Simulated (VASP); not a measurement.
# Cu (P6_3/mmc) in VASP: notebook, part 2 of 2

VASP 6.6.1. Earlier steps stand in the parts before.

### 5 Single point, PBE

INCAR

```
SYSTEM = Cu
PREC = Accurate ; ENCUT = 400
EDIFF = 1E-6 ; ISMEAR = -1
SIGMA = 0.15 ; LREAL = .FALSE.
LASPH = .FALSE. ; NELM = 100
ALGO = Normal ; ISIF = 2
LWAVE = .FALSE. ; LCHARG = .FALSE.
GGA = PE ; NBANDS = 18
ADDGRID = .FALSE.
```

KPOINTS

```
Automatic mesh
0
G
  6 6 3
  0 0 0
```

POSCAR

```
Cu
1.0
    2.5340966698      0.0000000000      0.0000000000
   -1.2670483349      2.1945920917      0.0000000000
    0.0000000000      0.0000000000      4.1125710000
Cu
2
Direct
    0.6666666667      0.3333333333      0.7500000000
    0.3333333333      0.6666666667      0.2500000000
```

The run is started by

```sh
$ cat potpaw_PBE.64/Cu/POTCAR > POTCAR
$ mpirun -np 1 vasp_std > vasp.out
```

It used 4.8 s of CPU time on 1 thread of AMD EPYC 7R13 Processor (Zen 3), with other jobs on the host, which was overloaded at the time.

These settings aren't checked as converged: the numbers below hold their error.

Results:

- Free energy: -7.3167 eV
- Pressure: 8.0 GPa
- Band gap on the k mesh: none (metal or under the smearing width)

Caveat: the k mesh is coarse (spacing up to 0.51 Å⁻¹), so the values aren't converged.

### 6 Single point, PBE

INCAR

```
SYSTEM = Cu
PREC = Normal ; ENCUT = 400
EDIFF = 1E-4 ; ISMEAR = -1
SIGMA = 0.15 ; LREAL = Auto
LASPH = .TRUE. ; NELM = 100
ALGO = Normal ; ISIF = 2
LWAVE = .FALSE. ; LCHARG = .FALSE.
GGA = PE ; NBANDS = 18
ADDGRID = .FALSE.
```

KPOINTS is that of step 5.

POSCAR is that of step 5.

Potentials or basis: VASP PAW PBE potentials, release 64 (Cu).

The run is started by

```sh
$ cat potpaw_PBE.64/Cu/POTCAR > POTCAR
$ mpirun -np 1 vasp_std > vasp.out
```

OUTCAR:

```text
SYSTEM = Cu
   PREC = Normal
   ENCUT = 400
   EDIFF = 1E-4
   ISMEAR = -1
   LREAL = Auto
   LASPH = .TRUE.
   NELM = 100
   ISIF = 2
   GGA = PE

 Found     14 irreducible k-points:

 Following reciprocal coordinates:
            Coordinates               Weight
  0.000000  0.000000  0.000000      1.000000
  0.166667 -0.000000  0.000000      6.000000
  0.333333 -0.000000  0.000000      6.000000
  0.500000  0.000000  0.000000      3.000000
  0.166667  0.166667  0.000000      6.000000
  0.333333  0.166667  0.000000     12.000000
   k-points           NKPTS =     14   k-points in BZ     NKDIM =     14   number of bands    NBANDS=     18
   number of dos      NEDOS =    301   number of ions     NIONS =      2
   total plane-waves  NPLWV =   2880
   dimension x,y,z NGX =    12 NGY =   12 NGZ =   20
   dimension x,y,z NGXF=    24 NGYF=   24 NGZF=   40
   ions per type =               2
   NGX,Y,Z   is equivalent  to a cutoff of   7.87,  7.87,  8.08 a.u.
   NGXF,Y,Z  is equivalent  to a cutoff of  15.74, 15.74, 16.17 a.u.
 SYSTEM =  Cu
   PREC   = normal    normal or accurate (medium, high low for compatibility)
   ISTART =      0    job   : 0-new  1-cont  2-samecut
   ICHARG =      2    charge: 1-file 2-atom 10-const
   ISPIN  =      1    spin polarized calculation?
   LNONCOLLINEAR =      F non collinear calculations
   LSORBIT =      F    spin-orbit coupling
   LASPH  =      T    aspherical Exc in radial PAW
   ENCUT  =  400.0 eV  29.40 Ry    5.42 a.u.   4.13  4.13  6.71*2*pi/ulx,y,z
   NELM   =    100;   NELMIN=  2; NELMDL= -5     # of ELM steps
   EDIFF  = 0.1E-03   stopping-criterion for ELM
   LREAL  =      T    real-space projection
   EDIFFG = 0.1E-02   stopping-criterion for IOM
   NSW    =      0    number of steps for IOM
   IBRION =     -1    ionic relax: 0-MD 1-quasi-New 2-CG
   NFREE  =      0    steps in history (QN), initial steepest desc. (CG)
   ISIF   =      2    stress and relaxation
   ISYM   =      2    0-nonsym 1-usesym 2-fastsym
   POTIM  = 0.5000    time-step for ionic-motion
   TEBEG  =    0.0;   TEEND  =   0.0 temperature during run
   PSTRESS=    0.0 pullay stress
   NELECT =      22.0000    total number of electrons
   NUPDOWN=      -1.0000    fix difference up-down
   EMIN   =  10.00;   EMAX   =-10.00  energy-range for DOS
   EFERMI =   0.00;   METHOD = LEGACY
   ISMEAR =    -1;   SIGMA  =   0.15  broadening in eV -4-tet -1-fermi 0-gaus
   EFERMI_NEDOS =   21; number of points for ismear=-14 and -15
   IALGO  =     38    algorithm
   IMIX   =      4    mixing-type and parameters
     AMIX     =   0.40;   BMIX     =  1.00
     AMIX_MAG =   1.60;   BMIX_MAG =  1.00
  volume/ion in A,a.u.               =      11.44        77.17
  Fermi-wavevector in a.u.,A,eV,Ry     =   1.616041  3.053874 35.532800  2.611587
  Thomas-Fermi vector in A             =   2.710691
   LORBIT       =      0    0 simple, 1 ext, 2 COOP (PROOUT), +10 PAW based schemes
   GGA     = PE    functional components
   LHFCALC =     F    Hartree Fock is set to
   AEXX    =    0.0000 exact exchange contribution
   IVDW    =     0    specifies the selected vdW correction
   LEPSILON=     F    determine dielectric tensor
   LRPA    =     F    only Hartree local field effects (RPA)
 non-spin polarized calculation
  energy-cutoff  :      400.00
  volume of cell :       22.87
 maximum number of plane-waves:       428
   NGX =  9   NGY =  9   NGZ = 13

 number of electron      22.0000279 magnetization

 Free energy of the ion-electron system (eV)
  ---------------------------------------------------
  ext. energy  EPLUGINS =         0.00000000
  ---------------------------------------------------
  free energy    TOTEN  =        -7.31808504 eV

  energy without entropy =       -7.21307956  energy(sigma->0) =       -7.26558230

 E-fermi :   7.9643     XC(G=0): -12.9193

 val. band max:        7.9527514785   @ k =   0.5000   0.0000   0.0000
 cond. band min:       8.0252906656   @ k =   0.3333   0.1667   0.3333
 fundamental gap:      0.0725391871
 Fermi energy:         7.9643093100

 k-point     1 :       0.0000    0.0000    0.0000
  band No.  band energies     occupation
      1      -1.6124      2.00000
      2       2.7184      2.00000
      3       4.8483      2.00000
      4       4.8923      2.00000
      5       4.8924      2.00000
      6       5.1158      2.00000
[... 10 lines left out ...]
     17      31.7481      0.00000
     18      31.7482      0.00000
[... 85 lines left out ...]
 k-point     6 :       0.3333    0.1667    0.0000
  band No.  band energies     occupation
      1       3.0361      2.00000
      2       3.5808      2.00000
      3       3.6000      2.00000
      4       4.2433      2.00000
      5       4.6790      2.00000
      6       4.9403      2.00000
[... 10 lines left out ...]
     17      21.5464      0.00000
     18      25.3677      0.00000

 [... further k-points ...]

------------------------ aborting loop because EDIFF is reached ----------------------------------------

  FORCE on cell =-STRESS in cart. coord.  units (eV):
  Direction    XX          YY          ZZ          XY          YZ          ZX
  --------------------------------------------------------------------------------------
  -------------------------------------------------------------------------------------
  Total        0.9817955      0.9817955      0.8219823      0.0000000      0.0000000      0.0000000
  in kB       68.7766790     68.7766790     57.5814601      0.0000000      0.0000000      0.0000000
  external PRESSURE =      65.0449393 kB  Pullay stress =       0.0000000 kB

 VOLUME and BASIS-vectors are now :
 -----------------------------------------------------------------------------
  energy-cutoff  :      400.00
  volume of cell :       22.87
      direct lattice vectors                 reciprocal lattice vectors
     2.534096670  0.000000000  0.000000000     0.394617937  0.227832772  0.000000000
    -1.267048335  2.194592092  0.000000000     0.000000000  0.455665544  0.000000000
     0.000000000  0.000000000  4.112571000     0.000000000  0.000000000  0.243156896

 POSITION                                       TOTAL-FORCE (eV/Angst)
 -----------------------------------------------------------------------------------
      1.26705      0.73153      3.08443        -0.000000     -0.000000      0.000000
     -0.00000      1.46306      1.02814         0.000000      0.000000      0.000000
 -----------------------------------------------------------------------------------
    total drift:                               -0.000000      0.000000     -0.000000

  FREE ENERGIE OF THE ION-ELECTRON SYSTEM (eV)
  ---------------------------------------------------
  free  energy   TOTEN  =        -7.3180850358 eV

  energy  without entropy=       -7.2130795567  energy(sigma->0) =       -7.26558230
```

OSZICAR:

```text
N       E                     dE             d eps       ncg     rms          rms(c)
DAV:   1     0.119590972702E+03    0.11959E+03   -0.88380E+03   528   0.186E+03
DAV:   2    -0.365895063035E+01   -0.12325E+03   -0.11725E+03   506   0.275E+02
DAV:   3    -0.916410324614E+01   -0.55052E+01   -0.53923E+01   600   0.796E+01
DAV:   4    -0.921722843316E+01   -0.53125E-01   -0.53087E-01   614   0.881E+00
DAV:   5    -0.921793992203E+01   -0.71149E-03   -0.71143E-03   626   0.839E-01    0.111E+01
DAV:   6    -0.804085606237E+01    0.11771E+01   -0.11109E+01   534   0.956E+01    0.548E+00
DAV:   7    -0.734656913890E+01    0.69429E+00   -0.22160E+00   564   0.392E+01    0.937E-01
DAV:   8    -0.732036563797E+01    0.26204E-01   -0.11124E-02   740   0.112E+00    0.351E-01
DAV:   9    -0.731806515873E+01    0.23005E-02   -0.29595E-03   620   0.154E+00    0.341E-02
DAV:  10    -0.731808503576E+01   -0.19877E-04   -0.10986E-04   386   0.190E-01
   1 F= -.73180850E+01 E0= -.72655823E+01  d E =-.105005E+00
```

stdout:

```text
POSCAR found type information on POSCAR Cu
 POSCAR found :  1 types and       2 ions
 scaLAPACK will be used
 -----------------------------------------------------------------------------
|                                                                             |
|                                                                             |
|     You have a (more or less) 'small supercell' and for smaller cells       |
|     it is recommended to use the reciprocal-space projection scheme!        |
|     The real-space optimization is not efficient for small cells and it     |
|     is also less accurate ...                                               |
|     Therefore, set LREAL=.FALSE. in the INCAR file.                         |
|                                                                             |
 -----------------------------------------------------------------------------

 LDA part: xc-table for (Slater+PW92), standard interpolation
 POSCAR, INCAR and KPOINTS ok, starting setup
 FFT: planning ... GRIDC
 FFT: planning ... GRID_SOFT
 FFT: planning ... GRID
 WAVECAR not read
 entering main loop
```

It used 4.2 s of CPU time on 1 thread of AMD EPYC 7R13 Processor (Zen 3), with other jobs on the host, which was overloaded at the time.

These settings aren't checked as converged: the numbers below hold their error.

Results:

```yaml
Free_energy: -7.3181 eV
Pressure: 6.5 GPa
Band_gap_on_the_k_mesh: none (metal or under the smearing width)
```

Caveat: the k mesh is coarse (spacing up to 0.51 Å⁻¹), so the values aren't converged.

### 7 For comparison

An earlier run on the cell as given: functional PBEsol; potentials or basis VASP PAW PBE potentials, release 64 (Cu); cutoff 520 eV; k mesh 12 × 12 × 7; occupations fermi-dirac, width 0.05 eV; no spin polarisation.

* Pressure: -0.7 GPa
* Band gap on the k mesh: none (metal or under the smearing width)
